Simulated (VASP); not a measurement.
# GaN (P6_3/mmc) in VASP: notebook

Runs on GaN. Level: PBE. Tasks: single point.

All numbers are computed with VASP 6.6.1; they aren't measurements. Logs are shortened: lines on timing, memory, paths and dates and some standing lists are left out, and cuts for length are marked.

### Step 1. Starting point

Symmetry: P6_3/mmc, No. 194, hexagonal system. Conventional cell: a = 3.300 Å, b = 3.300 Å, c = 4.756 Å, α = 90.00°, β = 90.00°, γ = 120.00°. Ga (site symmetry -6m2) has 3 N at 1.91 Å as nearest neighbours. Around N (site symmetry -6m2) lie 3 Ga at 1.91 Å.

The cell was built by a generator and needn't be a form met in nature.

### Step 2. Single point, PBE

Input file INCAR:

```
PREC = Accurate
ENCUT = 520
EDIFF = 1E-6
ISMEAR = 0
SIGMA = 0.01
LREAL = F
LASPH = T
NELM = 100
ALGO = Normal
ISIF = 2
LWAVE = F
LCHARG = F
GGA = PE
NBANDS = 26
```

Input file KPOINTS:

```
Automatic mesh
0
Gamma
  6 6 4
```

Input file POSCAR:

```
GaN
1.0
    3.3000346593      0.0000000000      0.0000000000
   -1.6500173297      2.8579138483      0.0000000000
    0.0000000000      0.0000000000      4.7558752947
Ga N
2 2
Direct
    0.3333333333      0.6666666667      0.2500000000
    0.6666666667      0.3333333333      0.7500000000
    0.6666666667      0.3333333333      0.2500000000
    0.3333333333      0.6666666667      0.7500000000
```

Potentials or basis: VASP PAW PBE potentials, release 64 (Ga_d, N).

Launch:

```console
$ cat potpaw_PBE.64/Ga_d/POTCAR potpaw_PBE.64/N/POTCAR > POTCAR
$ mpirun -np 1 vasp_std > vasp.out
```

OUTCAR:

```text
PREC = Accurate
   ENCUT = 520
   EDIFF = 1E-6
   ISMEAR = 0
   LREAL = F
   LASPH = T
   NELM = 100
   ISIF = 2
   GGA = PE

 ion  position               nearest neighbor table
   1  0.333  0.667  0.250-   3 1.91   3 1.91   3 1.91
   2  0.667  0.333  0.750-   4 1.91   4 1.91   4 1.91
   3  0.667  0.333  0.250-   1 1.91   1 1.91   1 1.91
   4  0.333  0.667  0.750-   2 1.91   2 1.91   2 1.91

  LATTYP: Found a hexagonal cell.
 ALAT       =     3.3000346593
 C/A-ratio  =     1.4411591955

  Lattice vectors:

 A1 = (   3.3000346593,   0.0000000000,   0.0000000000)
 A2 = (  -1.6500173297,   2.8579138483,   0.0000000000)
 A3 = (   0.0000000000,   0.0000000000,   4.7558752947)

Analysis of symmetry for initial positions (statically):
=====================================================================
 Subroutine PRICEL returns:
 Original cell was already a primitive cell.

 Routine SETGRP: Setting up the symmetry group for a
 hexagonal supercell.

 Subroutine GETGRP returns: Found 24 space group operations
 (whereof 12 operations were pure point group operations)
 out of a pool of 24 trial point group operations.

The static configuration has the point symmetry D_3d.
 The point group associated with its full space group is D_6h.

Analysis of symmetry for dynamics (positions and initial velocities):
=====================================================================
 Subroutine PRICEL returns:
 Original cell was already a primitive cell.

 Routine SETGRP: Setting up the symmetry group for a
 hexagonal supercell.

 Subroutine GETGRP returns: Found 24 space group operations
 (whereof 12 operations were pure point group operations)
 out of a pool of 24 trial point group operations.

The dynamic configuration has the point symmetry D_3d.
 The point group associated with its full space group is D_6h.

 Subroutine INISYM returns: Found 24 space group operations
 (whereof 12 operations are pure point group operations),
 and found     1 'primitive' translations

----------------------------------------------------------------------------------------

                                     Primitive cell

  volume of cell :      44.8537

  direct lattice vectors                    reciprocal lattice vectors
     3.300034659  0.000000000  0.000000000     0.303027120  0.174952790  0.000000000
    -1.650017330  2.857913848  0.000000000     0.000000000  0.349905579  0.000000000
     0.000000000  0.000000000  4.755875295     0.000000000  0.000000000  0.210266237

  length of vectors
     3.300034659  3.300034659  4.755875295     0.349905579  0.349905579  0.210266237

  position of ions in fractional coordinates (direct lattice)
     0.333333333  0.666666667  0.250000000
     0.666666667  0.333333333  0.750000000
     0.666666667  0.333333333  0.250000000
     0.333333333  0.666666667  0.750000000

  ion indices of the primitive-cell ions
   primitive index   ion index
                 1           1
                 2           2
                 3           3
                 4           4

----------------------------------------------------------------------------------------

 KPOINTS: Automatic mesh

Automatic generation of k-mesh.
 Grid dimensions read from file:
 generate k-points for:    6    6    4

 Generating k-lattice:

  Cartesian coordinates                     Fractional coordinates (reciprocal lattice)
     0.050504520  0.029158798  0.000000000     0.166666667  0.000000000  0.000000000
     0.000000000  0.058317597  0.000000000     0.000000000  0.166666667  0.000000000
     0.000000000  0.000000000  0.052566559     0.000000000  0.000000000  0.250000000

  Length of vectors
     0.058317597  0.058317597  0.052566559

  Shift w.r.t. Gamma in fractional coordinates (k-lattice)
     0.000000000  0.000000000  0.000000000

 Subroutine IBZKPT returns following result:
 ===========================================

 Found     21 irreducible k-points:

 Following reciprocal coordinates:
            Coordinates               Weight
  0.000000  0.000000  0.000000      1.000000
  0.166667  0.000000  0.000000      6.000000
  0.333333  0.000000  0.000000      6.000000
  0.500000  0.000000  0.000000      3.000000
  0.166667  0.166667  0.000000      6.000000
  0.333333  0.166667  0.000000     12.000000
[... 13 lines left out ...]
  0.333333  0.166667  0.500000     12.000000
  0.333333  0.333333  0.500000      2.000000
   k-points           NKPTS =     21   k-points in BZ     NKDIM =     21   number of bands    NBANDS=     26
   number of dos      NEDOS =    301   number of ions     NIONS =      4
   total plane-waves  NPLWV =  28224
   dimension x,y,z NGX =    28 NGY =   28 NGZ =   36
   dimension x,y,z NGXF=    56 NGYF=   56 NGZF=   72
   ions per type =               2   2
   NGX,Y,Z   is equivalent  to a cutoff of  14.11, 14.11, 12.58 a.u.
   NGXF,Y,Z  is equivalent  to a cutoff of  28.21, 28.21, 25.17 a.u.
 SYSTEM =  unknown system
   PREC   = accura    normal or accurate (medium, high low for compatibility)
   ISTART =      0    job   : 0-new  1-cont  2-samecut
   ICHARG =      2    charge: 1-file 2-atom 10-const
   ISPIN  =      1    spin polarized calculation?
   LNONCOLLINEAR =      F non collinear calculations
   LSORBIT =      F    spin-orbit coupling
   LASPH  =      T    aspherical Exc in radial PAW
   ENCUT  =  520.0 eV  38.22 Ry    6.18 a.u.   6.14  6.14  8.84*2*pi/ulx,y,z
   NELM   =    100;   NELMIN=  2; NELMDL= -5     # of ELM steps
   EDIFF  = 0.1E-05   stopping-criterion for ELM
   LREAL  =      F    real-space projection
   EDIFFG = 0.1E-04   stopping-criterion for IOM
   NSW    =      0    number of steps for IOM
   IBRION =     -1    ionic relax: 0-MD 1-quasi-New 2-CG
   NFREE  =      0    steps in history (QN), initial steepest desc. (CG)
   ISIF   =      2    stress and relaxation
   ISYM   =      2    0-nonsym 1-usesym 2-fastsym
   POTIM  = 0.5000    time-step for ionic-motion
   TEBEG  =    0.0;   TEEND  =   0.0 temperature during run
   PSTRESS=    0.0 pullay stress
   NELECT =      36.0000    total number of electrons
   NUPDOWN=      -1.0000    fix difference up-down
   EMIN   =  10.00;   EMAX   =-10.00  energy-range for DOS
   EFERMI =   0.00;   METHOD = LEGACY
   ISMEAR =     0;   SIGMA  =   0.01  broadening in eV -4-tet -1-fermi 0-gaus
   EFERMI_NEDOS =   21; number of points for ismear=-14 and -15
   IALGO  =     38    algorithm
   IMIX   =      4    mixing-type and parameters
     AMIX     =   0.40;   BMIX     =  1.00
     AMIX_MAG =   1.60;   BMIX_MAG =  1.00
  volume/ion in A,a.u.               =      11.21        75.67
  Fermi-wavevector in a.u.,A,eV,Ry     =   1.521398  2.875026 31.492769  2.314653
  Thomas-Fermi vector in A             =   2.630119
   LORBIT       =      0    0 simple, 1 ext, 2 COOP (PROOUT), +10 PAW based schemes
   GGA     = PE    functional components
   LHFCALC =     F    Hartree Fock is set to
   AEXX    =    0.0000 exact exchange contribution
   IVDW    =     0    specifies the selected vdW correction
   LEPSILON=     F    determine dielectric tensor
   LRPA    =     F    only Hartree local field effects (RPA)
 non-spin polarized calculation
 Gauss-broadening in eV      SIGMA  =   0.01
  energy-cutoff  :      520.00
  volume of cell :       44.85
 maximum number of plane-waves:      1228
 NGX is ok and might be reduce to    28
   NGX = 13   NGY = 13   NGZ = 17

 number of electron      35.9999985 magnetization

 Free energy of the ion-electron system (eV)
  ---------------------------------------------------
  ext. energy  EPLUGINS =         0.00000000
  ---------------------------------------------------
  free energy    TOTEN  =       -23.35321256 eV

  energy without entropy =      -23.35321256  energy(sigma->0) =      -23.35321256

 E-fermi :   6.2462     XC(G=0): -11.8000

 val. band max:        6.1341744979   @ k =   0.0000   0.0000   0.0000
 cond. band min:       7.5956365381   @ k =   0.0000   0.0000   0.0000
 fundamental gap:      1.4614620402
 Fermi energy:         6.2461839553

 k-point     1 :       0.0000    0.0000    0.0000
  band No.  band energies     occupation
      1     -10.6001      2.00000
      2      -9.6674      2.00000
      3      -8.0572      2.00000
      4      -8.0572      2.00000
      5      -8.0485      2.00000
      6      -8.0485      2.00000
[... 18 lines left out ...]
     25      16.4841      0.00000
     26      18.6370      0.00000

 k-point     2 :       0.1667    0.0000    0.0000
  band No.  band energies     occupation
      1     -10.3361      2.00000
      2      -9.5796      2.00000
      3      -8.0524      2.00000
      4      -8.0146      2.00000
      5      -7.9963      2.00000
      6      -7.9882      2.00000
[... 18 lines left out ...]
     25      16.8493      0.00000
     26      17.3934      0.00000

 k-point     3 :       0.3333    0.0000    0.0000
  band No.  band energies     occupation
      1      -9.8143      2.00000
      2      -9.4448      2.00000
      3      -7.9813      2.00000
      4      -7.9555      2.00000
      5      -7.9200      2.00000
      6      -7.8855      2.00000
[... 18 lines left out ...]
     25      18.0912      0.00000
     26      18.5440      0.00000

 k-point     4 :       0.5000    0.0000    0.0000
  band No.  band energies     occupation
      1      -9.5859      2.00000
      2      -9.4058      2.00000
      3      -7.9880      2.00000
      4      -7.9340      2.00000
      5      -7.9328      2.00000
      6      -7.8444      2.00000
[... 18 lines left out ...]
     25      18.1093      0.00000
     26      19.0898      0.00000
[... 409 lines left out ...]
      1      -9.5252      2.00000
      2      -9.5252      2.00000
      3      -8.0212      2.00000
      4      -8.0212      2.00000
      5      -7.9539      2.00000
      6      -7.9539      2.00000
[... 18 lines left out ...]
     25      17.1595      0.00000
     26      17.1595      0.00000

 k-point    20 :       0.3333    0.1667    0.5000
  band No.  band energies     occupation
      1      -9.3349      2.00000
      2      -9.3349      2.00000
      3      -8.0343      2.00000
      4      -8.0343      2.00000
      5      -7.8869      2.00000
      6      -7.8869      2.00000
[... 18 lines left out ...]
     25      17.9910      0.00000
     26      17.9910      0.00000

 k-point    21 :       0.3333    0.3333    0.5000
  band No.  band energies     occupation
      1      -9.2747      2.00000
      2      -9.2747      2.00000
      3      -8.0474      2.00000
      4      -8.0474      2.00000
      5      -7.8587      2.00000
      6      -7.8587      2.00000
[... 18 lines left out ...]
     25      18.2355      0.00000
     26      18.2355      0.00000

------------------------ aborting loop because EDIFF is reached ----------------------------------------

  FORCE on cell =-STRESS in cart. coord.  units (eV):
  Direction    XX          YY          ZZ          XY          YZ          ZX
  --------------------------------------------------------------------------------------
  -------------------------------------------------------------------------------------
  Total        1.9658280      1.9658280      1.4237616     -0.0000000     -0.0000000      0.0000000
  in kB       70.2195457     70.2195457     50.8568855     -0.0000000     -0.0000000      0.0000000
  external PRESSURE =      63.7653256 kB  Pullay stress =       0.0000000 kB

 VOLUME and BASIS-vectors are now :
 -----------------------------------------------------------------------------
  energy-cutoff  :      520.00
  volume of cell :       44.85
      direct lattice vectors                 reciprocal lattice vectors
     3.300034659  0.000000000  0.000000000     0.303027120  0.174952790  0.000000000
    -1.650017330  2.857913848  0.000000000     0.000000000  0.349905579  0.000000000
     0.000000000  0.000000000  4.755875295     0.000000000  0.000000000  0.210266237

 POSITION                                       TOTAL-FORCE (eV/Angst)
 -----------------------------------------------------------------------------------
     -0.00000      1.90528      1.18897         0.000000     -0.000000      0.000000
      1.65002      0.95264      3.56691        -0.000000      0.000000      0.000000
      1.65002      0.95264      1.18897         0.000000      0.000000      0.000000
     -0.00000      1.90528      3.56691        -0.000000     -0.000000      0.000000
 -----------------------------------------------------------------------------------
    total drift:                               -0.000000      0.000000      0.000000

  FREE ENERGIE OF THE ION-ELECTRON SYSTEM (eV)
  ---------------------------------------------------
  free  energy   TOTEN  =       -23.3532125625 eV

  energy  without entropy=      -23.3532125625  energy(sigma->0) =      -23.35321256
```

It took 12 s on 1 thread of Intel Xeon 6975P-C (Granite Rapids), shared host; peak memory 0.17 GiB.

Results:

```
Free energy            : -23.3532 eV
Pressure               : 6.4 GPa
Band gap on the k mesh : 1.46 eV, direct
```

Stress tensor (GPa, compression positive):
```
7.02 0.00 0.00
0.00 7.02 0.00
0.00 0.00 5.09
```

### Step 3. Single point, PBE

Input file INCAR:

```
SYSTEM = GaN
  PREC = Accurate
  ENCUT = 520
  EDIFF = 1E-6
  ISMEAR = 0
  SIGMA = 0.01
  LREAL = .False.
  LASPH = .True.
  NELM = 100
  ALGO = Fast
  ISIF = 2
  LWAVE = .False.
  LCHARG = .False.
  GGA = PE
  NBANDS = 26
```

Input file KPOINTS:

```
Automatic mesh
0
Gamma
  6 6 4
  0 0 0
```

POSCAR is that of step 2.

Potentials or basis: VASP PAW PBE potentials, release 64 (Ga_d, N).

Launch:

```console
$ cat potpaw_PBE.64/Ga_d/POTCAR potpaw_PBE.64/N/POTCAR > POTCAR
$ mpirun -np 1 vasp_std > vasp.out
```

OUTCAR:

```text
SYSTEM = GaN
   PREC = Accurate
   ENCUT = 520
   EDIFF = 1E-6
   ISMEAR = 0
   LREAL = .False.
   LASPH = .True.
   NELM = 100
   ISIF = 2
   GGA = PE

 ion  position               nearest neighbor table
   1  0.333  0.667  0.250-   3 1.91   3 1.91   3 1.91
   2  0.667  0.333  0.750-   4 1.91   4 1.91   4 1.91
   3  0.667  0.333  0.250-   1 1.91   1 1.91   1 1.91
   4  0.333  0.667  0.750-   2 1.91   2 1.91   2 1.91

  LATTYP: Found a hexagonal cell.
 ALAT       =     3.3000346593
 C/A-ratio  =     1.4411591955

  Lattice vectors:

 A1 = (   3.3000346593,   0.0000000000,   0.0000000000)
 A2 = (  -1.6500173297,   2.8579138483,   0.0000000000)
 A3 = (   0.0000000000,   0.0000000000,   4.7558752947)

Analysis of symmetry for initial positions (statically):
=====================================================================
 Subroutine PRICEL returns:
 Original cell was already a primitive cell.

 Routine SETGRP: Setting up the symmetry group for a
 hexagonal supercell.

 Subroutine GETGRP returns: Found 24 space group operations
 (whereof 12 operations were pure point group operations)
 out of a pool of 24 trial point group operations.

The static configuration has the point symmetry D_3d.
 The point group associated with its full space group is D_6h.

Analysis of symmetry for dynamics (positions and initial velocities):
=====================================================================
 Subroutine PRICEL returns:
 Original cell was already a primitive cell.

 Routine SETGRP: Setting up the symmetry group for a
 hexagonal supercell.

 Subroutine GETGRP returns: Found 24 space group operations
 (whereof 12 operations were pure point group operations)
 out of a pool of 24 trial point group operations.

The dynamic configuration has the point symmetry D_3d.
 The point group associated with its full space group is D_6h.

 Subroutine INISYM returns: Found 24 space group operations
 (whereof 12 operations are pure point group operations),
[... 116 lines left out ...]
     AMIX_MAG =   1.60;   BMIX_MAG =  1.00
  volume/ion in A,a.u.               =      11.21        75.67
  Fermi-wavevector in a.u.,A,eV,Ry     =   1.521398  2.875026 31.492769  2.314653
  Thomas-Fermi vector in A             =   2.630119
   LORBIT       =      0    0 simple, 1 ext, 2 COOP (PROOUT), +10 PAW based schemes
   GGA     = PE    functional components
   LHFCALC =     F    Hartree Fock is set to
   AEXX    =    0.0000 exact exchange contribution
   IVDW    =     0    specifies the selected vdW correction
   LEPSILON=     F    determine dielectric tensor
   LRPA    =     F    only Hartree local field effects (RPA)
 non-spin polarized calculation
 RMM-DIIS sequential band-by-band and
 Gauss-broadening in eV      SIGMA  =   0.01
  energy-cutoff  :      520.00
  volume of cell :       44.85
 maximum number of plane-waves:      1228
 NGX is ok and might be reduce to    28
   NGX = 13   NGY = 13   NGZ = 17

 number of electron      35.9999985 magnetization

 Free energy of the ion-electron system (eV)
  ---------------------------------------------------
  ext. energy  EPLUGINS =         0.00000000
  ---------------------------------------------------
  free energy    TOTEN  =       -23.35321284 eV

  energy without entropy =      -23.35321284  energy(sigma->0) =      -23.35321284

 E-fermi :   6.1799     XC(G=0): -11.8001

 val. band max:        6.1351421561   @ k =   0.0000   0.0000   0.0000
 cond. band min:       7.5960181317   @ k =   0.0000   0.0000   0.0000
 fundamental gap:      1.4608759756
 Fermi energy:         6.1799086876

 k-point     1 :       0.0000    0.0000    0.0000
  band No.  band energies     occupation
      1     -10.5995      2.00000
      2      -9.6670      2.00000
      3      -8.0571      2.00000
      4      -8.0571      2.00000
      5      -8.0484      2.00000
      6      -8.0484      2.00000
[... 598 lines left out ...]
     25      18.2356      0.00000
     26      18.2448      0.00000

------------------------ aborting loop because EDIFF is reached ----------------------------------------

  FORCE on cell =-STRESS in cart. coord.  units (eV):
  Direction    XX          YY          ZZ          XY          YZ          ZX
  --------------------------------------------------------------------------------------
  -------------------------------------------------------------------------------------
  Total        1.9449867      1.9449867      1.3981209     -0.0000000      0.0000000      0.0000000
  in kB       69.4750925     69.4750925     49.9409982     -0.0000000      0.0000000      0.0000000
  external PRESSURE =      62.9637277 kB  Pullay stress =       0.0000000 kB

 VOLUME and BASIS-vectors are now :
 -----------------------------------------------------------------------------
  energy-cutoff  :      520.00
  volume of cell :       44.85
      direct lattice vectors                 reciprocal lattice vectors
     3.300034659  0.000000000  0.000000000     0.303027120  0.174952790  0.000000000
    -1.650017330  2.857913848  0.000000000     0.000000000  0.349905579  0.000000000
     0.000000000  0.000000000  4.755875295     0.000000000  0.000000000  0.210266237

 POSITION                                       TOTAL-FORCE (eV/Angst)
 -----------------------------------------------------------------------------------
     -0.00000      1.90528      1.18897        -0.000000     -0.000000      0.000000
      1.65002      0.95264      3.56691        -0.000000      0.000000      0.000000
      1.65002      0.95264      1.18897         0.000000      0.000000      0.000000
     -0.00000      1.90528      3.56691        -0.000000      0.000000      0.000000
 -----------------------------------------------------------------------------------
    total drift:                               -0.000000      0.000000      0.000000

  FREE ENERGIE OF THE ION-ELECTRON SYSTEM (eV)
  ---------------------------------------------------
  free  energy   TOTEN  =       -23.3532128445 eV

  energy  without entropy=      -23.3532128445  energy(sigma->0) =      -23.35321284
```

stdout:

```text
POSCAR found type information on POSCAR GaN
 POSCAR found :  2 types and       4 ions
 scaLAPACK will be used
 LDA part: xc-table for (Slater+PW92), standard interpolation
 POSCAR, INCAR and KPOINTS ok, starting setup
 FFT: planning ... GRIDC
 FFT: planning ... GRID_SOFT
 FFT: planning ... GRID
 WAVECAR not read
 entering main loop
```

Run time: 14 s. Hardware: 1 thread of Intel Xeon 6975P-C (Granite Rapids), shared host; peak memory 0.17 GiB.

What came out:

- Free energy: -23.3532 eV
- Pressure: 6.3 GPa
- Band gap on the k mesh: 1.46 eV, direct
